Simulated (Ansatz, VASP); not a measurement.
## Ge in VASP and in Ansatz

```
Ge
1.0
     0.00000    2.82891    2.82891
     2.82891    0.00000    2.82891
     2.82891    2.82891    0.00000
Ge
2
Direct
  0.75000 0.75000 0.75000
  0.50000 0.50000 0.50000
```

Alike in both runs: task single point; functional PBE; k mesh 8 × 8 × 8; occupations gaussian, width 0.03 eV; no spin polarisation.

```csv
,VASP,Ansatz
version,VASP 6.6.1,Ansatz 0.2.0
potentials or method,"VASP PAW PBE potentials, release 64 (Ge_d)",Ansatz PAW
plane-wave cutoff (eV),520,420
valence electrons in the cell,28,28
```

|  | VASP | Ansatz | Ansatz less VASP |
| --- | --- | --- | --- |
| gap on the k mesh at the Fermi level (eV) | 0.03 | 0.03 | -0.005 |
| least direct gap on the mesh (eV) | 0.03 | 0.03 | -0.005 |
| pressure (GPa) | 3.6 | 3.6 | +0.04 |

A k mesh can miss the band edges.
